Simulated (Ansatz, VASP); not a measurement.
## Cu: VASP beside Ansatz

File INCAR:

```
SYSTEM = Cu
PREC     = Accurate       ! precision mode
ENCUT    = 520            ! plane-wave cutoff, eV
EDIFF    = 1E-7           ! SCF threshold, eV
ISMEAR   = 1              ! smearing method
SIGMA    = 0.3            ! smearing width, eV
LREAL    = .FALSE.        ! projectors in reciprocal space
LASPH    = .TRUE.         ! aspherical terms in the spheres
NELM     = 80             ! most SCF steps
ALGO     = Normal         ! electronic algorithm
ISIF     = 2              ! what is computed and relaxed
LWAVE    = .FALSE.        ! write WAVECAR
LCHARG   = .FALSE.        ! write CHGCAR
GGA      = CA             ! functional
NBANDS   = 18             ! bands
```

Contents of KPOINTS:

```
regular mesh
0
G
  13 13 12
  0 0 0
```

File POSCAR:

```
Cu
1.0
    1.2184640000     -3.9763780000      0.0000000000
    1.2184640000      3.9763780000      0.0000000000
    0.0000000000      0.0000000000      2.4754960000
Cu
2
Direct
    0.1338670000      0.8661330000      0.2500000000
    0.8661330000      0.1338670000      0.7500000000
```

Input for Ansatz:

```yaml
crystal:
  lattice:
    - [1.218464, -3.976378, 0.0]
    - [1.218464, 3.976378, 0.0]
    - [0.0, 0.0, 2.475496]
  atoms:
    - { symbol: Cu, position: [0.133867, 0.866133, 0.25] }
    - { symbol: Cu, position: [0.866133, 0.133867, 0.75] }
kpoints:
  mp_grid:
    grid: [13, 13, 12]
    shift: [0.0, 0.0, 0.0]
hamiltonian:
  xc: lda
scf:
  occupations:
    method: cold
    width: 0.3
output:
  stress: true
```

This isn't the form of Cu at room conditions, which is fcc.

Alike in both runs: task single point; functional LDA; k mesh 13 × 13 × 12; no spin polarisation.

```csv
,VASP,Ansatz
version,VASP 6.6.1,Ansatz 0.2.0
potentials or method,"VASP PAW LDA potentials, release 64 (Cu)","plane waves, PAW"
plane-wave cutoff (eV),520,420
occupations,"methfessel-paxton of order 1, width 0.3 eV","cold, width 0.3 eV"
valence electrons in the cell,22,38
```

```tsv
	VASP	Ansatz	Ansatz less VASP
pressure (GPa)	-6.9	-7.6	-0.76
largest component of the traceless stress (GPa)	0.55	0.63	+0.076
```

The two sets of potentials don't hold the same shells in valence.
